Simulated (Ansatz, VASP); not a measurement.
**Cross-check of AlN between VASP and Ansatz**

Wanted: the spread between two codes on one cell, functional and k mesh. Of the first pair: The cell is taken from a series of runs on this material, whose earlier steps may have relaxed, scaled, displaced or heated it; both programs get it as it stands.

Program: Ansatz 0.2.0. Level of theory: plane waves, with VASP 6.6.1 beside it; relaxation of cell and atoms at PBEsol and single point at PBEsol. Results are calculated unless marked as measured.

### 1. The structure

Symmetry: F-43m, No. 216, cubic system. The conventional cell has a = 4.380 Å, b = 4.380 Å, c = 4.380 Å, α = 90.00°, β = 90.00°, γ = 90.00°. Nearest to Al lie 4 N at 1.90 Å. Nearest to N lie 4 Al at 1.90 Å. Farther neighbours and most contacts between anions are not listed.

### 2. Ansatz: relaxation of cell and atoms, PBEsol

Ansatz runs on its PAW soft_1 files.

The relaxed volume is the usual yardstick between codes: in a stiff, nearly cubic crystal its relative difference is about their pressure difference at one cell divided by the bulk modulus.

File input.yaml:

```yaml
crystal:
  lattice:
    - [0.0, 2.19, 2.19]
    - [2.19, 0.0, 2.19]
    - [2.19, 2.19, 0.0]
  atoms:
    - { symbol: Al, position: [0.0, 0.0, 0.0] }
    - { symbol: "N", position: [0.75, 0.75, 0.75] }
kpoints:
  mp_grid: { grid: [11, 11, 11] }
scf:
  occupations: { method: fermi_dirac, width: 0.02 }
hamiltonian:
  xc: pbesol
  pseudopotentials: { kind: paw, azcp: { folder: soft_1 }, xc_functional: pbe }
basis:
  ecutwfc: 600
output:
  forces: true
  stress: true
relax:
  f_tol: 0.005
  max_steps: 70
  cell: { stress_tol: 0.02, p_target: 0 }
```

The run is started by

```sh
> ansatz run input.yaml --threads 8 --pin off --max-ram 18432MiB --backend cpu --events-out ev --progress --plain --runs-dir out
```

Numbers of over 12 decimals in the logs are rounded to 6 here.

Log:

```text
Engine: ansatz 0.2.0, aarch64-unknown-linux-gnu
Pseudopotentials: kind: paw
Pseudopotential: Al, paw, valence charge 3, recommended cutoff 420 eV (normal), soft_1/Al.paw.azcp
Pseudopotential: N, paw, valence charge 5, recommended cutoff 420 eV (normal), soft_1/N.paw.azcp
Functional definition: PBEsol
  exchange = pbesol_x
  correlation = pbesol_c
Crystal: 2 atoms, lattice volume = 21.007 Å³
Basis set: ecut = 600 eV, 725 PW (Γ), exchange–correlation on 50×50×50 points (8 copies of the dense FFT grid, shifted against one another)
Bands: 8, of which v1, the nominal top of the filled ones, is band 4 counted from 1 (3 counted from 0)
Symmetry: 24 space group operations
Space group: F-43m (ITA 216), of the structure as read, at distance tolerance 2.8e-5 Å
k-points: 56 of 1331 (time reversal used)
Non-local potential: Al, projectors of the file, l = 0: 2, l = 1: 2, l = 2: 1
Non-local potential: N, projectors of the file, l = 0: 2, l = 1: 2, l = 2: 1
PAW form: soft (Blöchl's): semilocal exchange-correlation on the pseudo side does not see the compensation charge
PAW frozen core: Al, regenerated for the run's functional, and the local potential with it (the file was generated under x = pbe(κ = 0.804, μ = 0.219515), c = pbe(β = 0.066725))
PAW frozen core: N, regenerated for the run's functional, and the local potential with it (the file was generated under x = pbe(κ = 0.804, μ = 0.219515), c = pbe(β = 0.066725))
PAW one-centre angular grid: Al, 110 points (default); XC on 64 Gauss nodes
PAW one-centre angular grid: N, 110 points (default); XC on 64 Gauss nodes
Initial density: superposition of atomic densities (chi_scale 0.1, normalization cell, long waves kept (reshape's long-wave potential 0.00 eV rms))
Initial wavefunctions: pseudopotential atomic-orbital guess
Functional: x = pbesol(κ = 0.804, μ = 0.123457), c = pbesol(β = 0.046)
SCF iter   1: F=—  HF=-907.261042 eV  |F-HF|=—  |Δ(HF+E_count)|=         —  Δρ=1.29e-1  dr2=4.36e0  ethr=3.10e-3  ⟨swp⟩=4.4  Hψ=3264  notcnv=0
preconditioner: auto → none  [insulator: Δε(μ)=5.325 eV  Ē_g=16.357 eV  σ=0.020 eV  W_gap=1.00  n_scr=0 (ndim 8)  ℏωp=22.9 eV  f_vac=0.000  D(μ)=0.00/eV (n_scr^D=0)  ε∞_Penn≈3.0]
SCF iter   2: F=—  HF=-906.135937 eV  |F-HF|=—  |Δ(HF+E_count)|=    1.13e0  Δρ=7.44e-2  dr2=6.98e-1  ethr=3.10e-3  ⟨swp⟩=3.0  Hψ=1497  notcnv=0
SCF iter   3: F=—  HF=-905.934973 eV  |F-HF|=—  |Δ(HF+E_count)|=   2.01e-1  Δρ=2.23e-2  dr2=5.31e-2  ethr=3.10e-3  ⟨swp⟩=2.3  Hψ=1040  notcnv=0
SCF iter   4: F=—  HF=-905.920966 eV  |F-HF|=—  |Δ(HF+E_count)|=   1.40e-2  Δρ=1.06e-3  dr2=1.16e-4  ethr=6.63e-4  ⟨swp⟩=2.0  Hψ=752  notcnv=0
SCF iter   5: F=—  HF=-905.920923 eV  |F-HF|=—  |Δ(HF+E_count)|=   4.30e-5  Δρ=2.83e-4  dr2=4.38e-6  ethr=1.45e-6  ⟨swp⟩=2.1  Hψ=645  notcnv=0
SCF iter   6: F=—  HF=-905.920914 eV  |F-HF|=—  |Δ(HF+E_count)|=   9.48e-6  Δρ=1.89e-5  dr2=3.91e-8  ethr=1.25e-9  ⟨swp⟩=2.3  Hψ=1588  notcnv=0
SCF iter   7: F=-905.920914 eV  HF=-905.920914 eV  |F-HF|=5.39e-10  |Δ(HF+E_count)|=   8.31e-9  Δρ=3.44e-6  dr2=9.64e-10  ethr=4.89e-10  ⟨swp⟩=2.0  Hψ=1345  notcnv=0
SCF 1 converged in 7 iterations: F = -905.920914 eV  dr2 = 9.64e-10
  greatest PAW one-centre occupation: 0.787 electrons in one spin orbital (limit 2), on the N atom at site 1 (counted from 0), in its partial waves of l = 0
relax step   1: F+E_penalty+E_count = -905.92091375 eV  Δ(F+E_penalty+E_count) = +0.000e0 eV  max|allowed force component| = 1.989e-16 eV/Å  Δτ_max = 0.0000 Å  P = -0.371 GPa  Ω = 21.007 Å³  (7 SCF iters, dr2 threshold 1.00e-7 eV, accepted)
[...]
relax step   2: F+E_penalty+E_count = -905.92094875 eV  Δ(F+E_penalty+E_count) = -3.500e-5 eV  max|allowed force component| = 1.318e-16 eV/Å  Δτ_max = 0.0000 Å  P = -0.188 GPa  Ω = 20.988 Å³  energy of the carried Pulay correction = +1.255e-6 eV  (3 SCF iters, dr2 threshold 2.00e-7 eV, accepted)
[...]
relax step   3: F+E_penalty+E_count = -905.92096147 eV  Δ(F+E_penalty+E_count) = -1.272e-5 eV  max|allowed force component| = 6.592e-17 eV/Å  Δτ_max = 0.0000 Å  P = +0.003 GPa  Ω = 20.968 Å³  energy of the carried Pulay correction = +2.544e-6 eV  (4 SCF iters, dr2 threshold 8.84e-8 eV, accepted)
[...]
relax step   4: F+E_penalty+E_count = -905.92095813 eV  Δ(F+E_penalty+E_count) = +3.337e-6 eV  max|allowed force component| = 5.089e-17 eV/Å  Δτ_max = 0.0000 Å  P = +0.003 GPa  Ω = 20.968 Å³  stress off target by 2.87e-3 GPa  SCF on the basis re-selected at this cell (its energy is not comparable with the rows above)  (4 SCF iters)
basis re-selected at this cell: Δ(F+E_penalty+E_count) = +3.337e-6 eV, ΔP = +0.000 GPa vs the last step (what re-selecting the basis moved, of the pressure what is left beyond the Pulay correction that the steps carried, after the strain that the cell walked since its last selection, with what the two solves' SCF thresholds leave and, on support functions, any second-order correction that the steps lacked; it is no m [...]
SCF converged after 4 iterations
Free energy (F): -905.920958 eV
Harris-Foulkes:  -905.920958 eV  (|F-HF|=1.02e-12)
Internal energy: -905.920958 eV  (E = F + TS)
E sigma→0 (E₀):  -905.920958 eV
Fermi energy:    8.463284 eV
--- Per-component energies (eV) ---
  E_band       = 14.057401
  E_kinetic    = 155.739258
  E_local      = -208.670734  (includes V_loc(G=0)·N_el)
  E_nonlocal   = 44.939521
  E_hartree    = 76.277759
  E_xc         = -97.904246
  E_vxc        = -106.384813  (∫ρ·V_xc dr)
  E_paw        = -580.375267  (= ΣΔE_a)
  E_vpaw       = -24.121390  (= ΣTr[D̂ρ^β])
  E_aug_tail   = 0.000018  (compensation charges beyond the density's cutoff)
  E_ewald      = -295.974507
  E_core_change = 0.047238  (= ΣΔE_core)
  E_smearing   = -0.000000  (= −TS)
  E_closure    = 0.000000  (closes the sum)
  Σ components = -905.920958   (vs F -905.920958, Δ=0.00e0)
--- Forces (eV/Å), atoms counted from 1 ---
  atom   1  Al    -0.00000000     0.00000000     0.00000000
  atom   2  N     -0.00000000    -0.00000000    -0.00000000
  max |Σ_I F_I| component: 6.48e-17 eV/Å
--- Stress (GPa, compression-positive) ---
        0.002869      -0.000000       0.000000
       -0.000000       0.002869       0.000000
       -0.000000       0.000000       0.002869
  P = ⅓ Tr σ = 0.0029 GPa (0.029 kbar)
--- Relaxed structure (3 steps of the walk, 3 accepted, 1 SCFs on fresh bases) ---
  F+E_penalty+E_count = -905.92095813 eV   max|allowed force component| = 5.089e-17 eV/Å   (the final SCF, on the basis selected at the relaxed cell)
  cell:  # Å, volume = 20.9677 Å³
    - [0, 2.188635, 2.188635]
    - [2.188635, 0, 2.188635]
    - [2.188635, 2.188635, 0]
  atoms:
    - { symbol: Al, position: [0, 0, 0] }
    - { symbol: N, position: [0.75, 0.75, 0.75] }
```

The column dr2 measures how far the density is from self-consistency, as an energy; F and HF (Harris–Foulkes) agree once it is small.

### 3. VASP: relaxation of cell and atoms, PBEsol

The same cell, functional, mesh and smearing now go to VASP, with its own data sets.

Lines of VASP's logs that name or quote its potential files are left out, and so is its time.

File INCAR:

```
SYSTEM = AlN
PREC = Accurate
ENCUT = 600
EDIFF = 1E-07
NELM = 120
ISMEAR = -1
SIGMA = 0.02
LREAL = .FALSE.
ALGO = Normal
GGA = PS
NBANDS = 10
LORBIT = 11
LWAVE = .FALSE.
LCHARG = .FALSE.
ISIF = 3
IBRION = 2
NSW = 80
EDIFFG = -0.005
LASPH = .TRUE.
GGA_COMPAT = .FALSE.
NELMIN = 4
EFERMI = MIDGAP
KPAR = 2
```

File POSCAR:

```
AlN
1.0
    0.0000000000      2.1900000000      2.1900000000
    2.1900000000      0.0000000000      2.1900000000
    2.1900000000      2.1900000000      0.0000000000
Al N
1 1
Direct
    0.0000000000      0.0000000000      0.0000000000
    0.7500000000      0.7500000000      0.7500000000
```

File KPOINTS:

```
Automatic mesh
0
Gamma
11 11 11
0 0 0
```

The projector-augmented-wave data sets are Al and N (PBE family, release 64).

The run is started by

```sh
> mpirun -np 2 vasp_std
```

Log:

```text
[banner, memory and clock lines left out]
running    2 mpi-ranks, on    1 nodes
 distrk:  each k-point on    1 cores,    2 groups
 distr:  one band on    1 cores,    1 groups

 POSCAR found type information on POSCAR AlN
 POSCAR found :  2 types and       2 ions
|                                                                             |
|               ----> ADVICE to this user running VASP <----                  |
|                                                                             |
|     You enforced a specific xc type in the INCAR file but a different       |
|     [... a line on the potential file left out ...]
|     I HOPE YOU KNOW WHAT YOU ARE DOING!                                     |
|                                                                             |

 LDA part: xc-table for (Slater+PW92), standard interpolation
 POSCAR, INCAR and KPOINTS ok, starting setup
 FFT: planning ... GRIDC
 FFT: planning ... GRID_SOFT
 FFT: planning ... GRID
 WAVECAR not read
 entering main loop
       N       E                     dE             d eps       ncg     rms          rms(c)
DAV:   1     0.144212235967E+02    0.14421E+02   -0.41540E+03  1144   0.753E+02
DAV:   2    -0.167534279151E+02   -0.31175E+02   -0.29432E+02  1306   0.160E+02
DAV:   3    -0.178244203648E+02   -0.10710E+01   -0.10695E+01  1382   0.304E+01
DAV:   4    -0.178296212584E+02   -0.52009E-02   -0.52004E-02  1280   0.214E+00
DAV:   5    -0.178296821752E+02   -0.60917E-04   -0.60916E-04  1296   0.229E-01    0.824E+00
DAV:   6    -0.156555312700E+02    0.21742E+01   -0.11280E+01  1328   0.187E+01    0.285E+00
DAV:   7    -0.156311692786E+02    0.24362E-01   -0.12783E-01  1226   0.303E+00    0.197E+00
DAV:   8    -0.156138000508E+02    0.17369E-01   -0.24634E-02  1190   0.173E+00    0.498E-01
DAV:   9    -0.156129781159E+02    0.82193E-03   -0.21618E-03  1306   0.329E-01    0.220E-01
DAV:  10    -0.156129982905E+02   -0.20175E-04   -0.23322E-04  1240   0.109E-01    0.260E-02
DAV:  11    -0.156129975192E+02    0.77133E-06   -0.23243E-06  1288   0.136E-02    0.118E-02
DAV:  12    -0.156129975497E+02   -0.30480E-07   -0.32772E-07  1222   0.547E-03
   1 F= -.15612998E+02 E0= -.15612998E+02  d E =-.156130E+02
 curvature:   0.00 expect dE= 0.000E+00 dE for cont linesearch  0.000E+00
 trial: gam= 0.00000 g(F)=  0.277E-48 g(S)=  0.282E-03 ort = 0.000E+00 (trialstep = 0.100E+01)
 search vector abs. value=  0.282E-03
 bond charge predicted
       N       E                     dE             d eps       ncg     rms          rms(c)
DAV:   1    -0.156134804398E+02   -0.48292E-03   -0.11345E-02  1152   0.813E-01    0.149E-01
DAV:   2    -0.156130155357E+02    0.46490E-03   -0.24773E-03  1190   0.302E-01    0.353E-02
DAV:   3    -0.156130120395E+02    0.34962E-05   -0.49504E-05  1166   0.631E-02    0.115E-02
DAV:   4    -0.156130095098E+02    0.25297E-05   -0.17494E-06  1248   0.933E-03    0.567E-03
DAV:   5    -0.156130093088E+02    0.20101E-06   -0.48950E-07  1174   0.492E-03    0.292E-03
DAV:   6    -0.156130093485E+02   -0.39642E-07   -0.72840E-09   602   0.734E-04
   2 F= -.15613009E+02 E0= -.15613009E+02  d E =-.117988E-04
 trial-energy change:   -0.000012  1 .order   -0.000010   -0.000282    0.000262
 step:   0.5233(harm=  0.5185)  dis= 0.00000  next Energy=   -15.613072 (dE=-0.741E-04)
 bond charge predicted
       N       E                     dE             d eps       ncg     rms          rms(c)
DAV:   1    -0.156131799874E+02   -0.17068E-03   -0.25771E-03  1146   0.387E-01    0.712E-02
DAV:   2    -0.156130734558E+02    0.10653E-03   -0.56679E-04  1178   0.144E-01    0.169E-02
DAV:   3    -0.156130722970E+02    0.11588E-05   -0.11147E-05  1162   0.300E-02    0.549E-03
DAV:   4    -0.156130714030E+02    0.89401E-06   -0.40134E-07  1206   0.447E-03    0.266E-03
DAV:   5    -0.156130711229E+02    0.28009E-06   -0.10542E-07   608   0.233E-03    0.114E-03
DAV:   6    -0.156130711073E+02    0.15643E-07   -0.55140E-09   576   0.686E-04
   3 F= -.15613071E+02 E0= -.15613071E+02  d E =-.735576E-04
 curvature:  -0.26 expect dE=-0.418E-08 dE for cont linesearch -0.418E-08
 trial: gam= 0.00000 g(F)=  0.411E-49 g(S)=  0.161E-07 ort =-0.213E-05 (trialstep = 0.905E+00)
 search vector abs. value=  0.162E-07
 reached required accuracy - stopping structural energy minimisation
```

From OUTCAR (step 3):

```text
ion  position               nearest neighbor table
   1  0.000  0.000  0.000-   2 1.90   2 1.90   2 1.90   2 1.90
   2  0.750  0.750  0.750-   1 1.90   1 1.90   1 1.90   1 1.90

  LATTYP: Found a face centered cubic cell.
 ALAT       =     4.3800000000

 Subroutine GETGRP returns: Found 24 space group operations
 (whereof 24 operations were pure point group operations)

The static configuration has the point symmetry T_d .

 Found     56 irreducible k-points:

   k-points           NKPTS =     56   k-points in BZ     NKDIM =     56   number of bands    NBANDS=     10

   dimension x,y,z NGX =    28 NGY =   28 NGZ =   28
   dimension x,y,z NGXF=    56 NGYF=   56 NGZF=   56

   ENCUT  =  600.0 eV  44.10 Ry    6.64 a.u.   6.19  6.19  6.19*2*pi/ulx,y,z

   NELECT =       8.0000    total number of electrons

 k-points in reciprocal lattice and weights: Automatic mesh
   0.00000000  0.00000000  0.00000000       0.001
   0.09090909  0.00000000  0.00000000       0.006
   0.18181818  0.00000000  0.00000000       0.006
   0.27272727  0.00000000  0.00000000       0.006
   0.36363636  0.00000000  0.00000000       0.006
   0.45454545  0.00000000  0.00000000       0.006
   0.09090909  0.09090909  0.00000000       0.005
   0.18181818  0.09090909  0.00000000       0.018
   0.27272727  0.09090909  0.00000000       0.018
[...]
-0.36363636  0.45454545  0.18181818       0.018
  -0.27272727  0.45454545  0.18181818       0.018

 average (electrostatic) potential at core
       1 -71.4016       2 -60.0612

 E-fermi :   7.4766

 k-point     1 :       0.0000    0.0000    0.0000
  band No.  band energies     occupation
      1      -9.1022      2.00000
      2       5.8225      2.00000
      3       5.8225      2.00000
      4       5.8225      2.00000
      5       9.9040      0.00000
      6      18.2341      0.00000
      7      18.2341      0.00000
      8      18.2341      0.00000
      9      23.3633      0.00000
    ...

 k-point     2 :       0.0909    0.0000    0.0000
  band No.  band energies     occupation
      1      -8.9803      2.00000
      2       5.1271      2.00000
      3       5.7792      2.00000
      4       5.7793      2.00000
      5      10.4722      0.00000
      6      17.9052      0.00000
      7      18.3503      0.00000
      8      18.3503      0.00000
      9      22.2123      0.00000
    ...

 k-point     3 :       0.1818    0.0000    0.0000
  band No.  band energies     occupation
      1      -8.6299      2.00000
      2       3.6996      2.00000
      3       5.6681      2.00000
      4       5.6681      2.00000
      5      11.4968      0.00000
      6      17.1933      0.00000
      7      18.3649      0.00000
      8      18.3649      0.00000
      9      21.5257      0.00000
    ...

  Total        0.0004718      0.0004718      0.0004718      0.0000000      0.0000000     -0.0000000
  in kB        0.0360726      0.0360726      0.0360726      0.0000000      0.0000000     -0.0000000
  external PRESSURE =       0.0360726 kB  Pullay stress =       0.0000000 kB

  energy-cutoff  :      600.00
  volume of cell :       20.96
      direct lattice vectors                 reciprocal lattice vectors
     0.000000000  2.188273165  2.188273165    -0.228490669  0.228490669  0.228490669
     2.188273165  0.000000000  2.188273165     0.228490669 -0.228490669  0.228490669
     2.188273165  2.188273165 -0.000000000     0.228490669  0.228490669 -0.228490669

 POSITION                                       TOTAL-FORCE (eV/Angst)
 -----------------------------------------------------------------------------------
      0.00000      0.00000     -0.00000        -0.000000      0.000000     -0.000000
      3.28241      3.28241      3.28241         0.000000     -0.000000      0.000000
 -----------------------------------------------------------------------------------
    total drift:                               -0.000000     -0.000000     -0.000000

  FREE ENERGIE OF THE ION-ELECTRON SYSTEM (eV)
  ---------------------------------------------------
  free  energy   TOTEN  =       -15.6130711073 eV

  energy  without entropy=      -15.6130711073  energy(sigma->0) =      -15.61307111

 reached required accuracy - stopping structural energy minimisation

 total charge
# of ion       s       p       d       tot
------------------------------------------
    1        0.370   0.445   0.000   0.815
    2        1.215   2.612   0.000   3.827
--------------------------------------------------
tot          1.585   3.057   0.000   4.642

[... 3 further parts left out ...]
```

CONTCAR:

```
AlN
   1.00000000000000
     0.0000000000000000    2.1882731652607941    2.1882731652607941
     2.1882731652607941    0.0000000000000000    2.1882731652607941
     2.1882731652607941    2.1882731652607941   -0.0000000000000000
  Al              N
     1     1
Direct
     0.0000000000000000    0.0000000000000000    0.0000000000000000
     0.7500000000000000    0.7500000000000000    0.7500000000000000
```

The run keeps the 24 symmetry operations of its start, so it cannot find a distortion of lower symmetry.

### 4. Side by side

Known differences besides the potentials themselves: Ansatz makes its cores anew for this functional, VASP keeps those of its PBE data sets; Ansatz adds a Pulay correction to the stress that steers its cell, VASP none. Total energies have different zeros and are not compared.

Both answers:

```tsv
quantity	Ansatz	VASP	difference
volume (Å³)	20.97	20.96	+0.05 %
edge a after relaxation, in the typed setting (Å)	3.095	3.095	+0.02 %
```

### 5. Ansatz: relaxation, PBEsol

This run makes the geometry at which the two programs are then compared. This pair takes another cell of the material, with 6 atoms against 2 for the pair before.

The structure compared here is the end of the Ansatz relaxation.

File input.yaml:

```yaml
crystal:
  lattice:
    - [3.095198, 0.0, 0.0]
    - [-1.547599, 2.6805200977, 0.0]
    - [0.0, 0.0, 7.581655]
  atoms:
    - { symbol: Al, position: [0.0, 0.0, 0.0] }
    - { symbol: Al, position: [0.3333333, 0.6666667, 0.3333333] }
    - { symbol: Al, position: [0.6666667, 0.3333333, 0.6666667] }
    - { symbol: "N", position: [0.0, 0.0, 0.75] }
    - { symbol: "N", position: [0.3333333, 0.6666667, 0.0833333] }
    - { symbol: "N", position: [0.6666667, 0.3333333, 0.4166667] }
kpoints:
  mp_grid: { grid: [10, 10, 4] }
scf:
  occupations: { method: fermi_dirac, width: 0.02 }
hamiltonian:
  xc: pbesol
  pseudopotentials: { kind: paw, azcp: { folder: soft_1 }, xc_functional: pbe }
basis:
  ecutwfc: 600
output:
  forces: true
  stress: true
  write_density: true
  write_potential: true
  elf: true
  volumetric_format: npy
relax:
  f_tol: 0.005
  max_steps: 70
  cell: { stress_tol: 0.02, p_target: 0, fix: [a, b, alpha, beta, gamma] }
```

The run is started by

```sh
> ansatz run input.yaml --threads 8 --pin off --max-ram 18432MiB --backend cpu --events-out ev --progress --plain --runs-dir out
```

Log:

```text
[...]
Crystal: 6 atoms, lattice volume = 62.903 Å³
Basis set: ecut = 600 eV, 2119 PW (Γ), exchange–correlation on 50×50×128 points (8 copies of the dense FFT grid, shifted against one another)
Bands: 18, of which v1, the nominal top of the filled ones, is band 12 counted from 1 (11 counted from 0)
Symmetry: 18 space group operations
[...]
k-points: 50 of 400 (time reversal used)
[...]
cell:  # Å, volume = 62.9030 Å³
    - [3.095198, 0.0, 0.0]
    - [-1.547599, 2.680520, 0.0]
    - [0.0, 0.0, 7.581655]
  atoms:
    - { symbol: Al, position: [0.0, 0.0, 0.0] }
    - { symbol: Al, position: [0.333333, 0.666667, 0.333333] }
    - { symbol: Al, position: [0.666667, 0.333333, 0.666667] }
    - { symbol: N, position: [0.0, 0.0, 0.75] }
    - { symbol: N, position: [0.333333, 0.666667, 0.083333] }
    - { symbol: N, position: [0.666667, 0.333333, 0.416667] }
[key lines of the parts left out:]
SCF converged after 8 iterations
Free energy (F): -2717.762887 eV
Fermi energy:    8.407228 eV
P = ⅓ Tr σ = 0.0028 GPa (0.028 kbar)
```

[end of part 1 of 2]

[Lines on the potential files, build, host, timing and source positions are cut from VASP's logs without a mark.]

[Logs are printed without paths, hosts, clocks, repeated set-up lines and the standing remarks that a program may print on its own settings, such as how far it seeks lower states.]

[Hosts, paths, dates, database ids (printed as entryN), source tags and the programs' standing remarks are cut or masked in the printed files.]
